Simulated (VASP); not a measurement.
Sn, 1 atom in the cell. The structure is cubic, space group Im-3m (No. 229). Conventional cell: a = 3.789 Å, b = 3.789 Å, c = 3.789 Å, α = 90.00°, β = 90.00°, γ = 90.00°. Around Sn (site symmetry m-3m) lie 8 Sn at 3.28 Å. This isn't the form of Sn at room conditions, which is tetragonal (white tin).

| Item | Value |
| --- | --- |
| Program | VASP 6.6.1 |
| Task | equation of state |
| Functional | PBE |
| Dispersion | MBD-FI |
| Potentials or basis | VASP PAW PBE potentials, release 64 (Sn_d) |
| Cutoff | 520 eV |
| k mesh | 7 × 7 × 7 |
| Occupations | methfessel-paxton, width 0.2 eV |
| Spin | spin-orbit coupling, no magnetisation |
| Further INCAR settings | ALGO = Normal; EDIFF = 1.00e-06 |

Potentials or basis: VASP PAW PBE potentials, release 64 (Sn_d).

The run is started by

```sh
$ python run.py
```

Hardware: 1 thread of Intel(R) Xeon(R) Platinum 8559C (Emerald Rapids), on a shared host.

Question: How long does it take, and how much memory?

Answer: Wall time 10 min on 1 thread of Intel(R) Xeon(R) Platinum 8559C (Emerald Rapids), on a shared host, peak memory 0.27 GiB. Counts: scf iterations 13, k points 60.
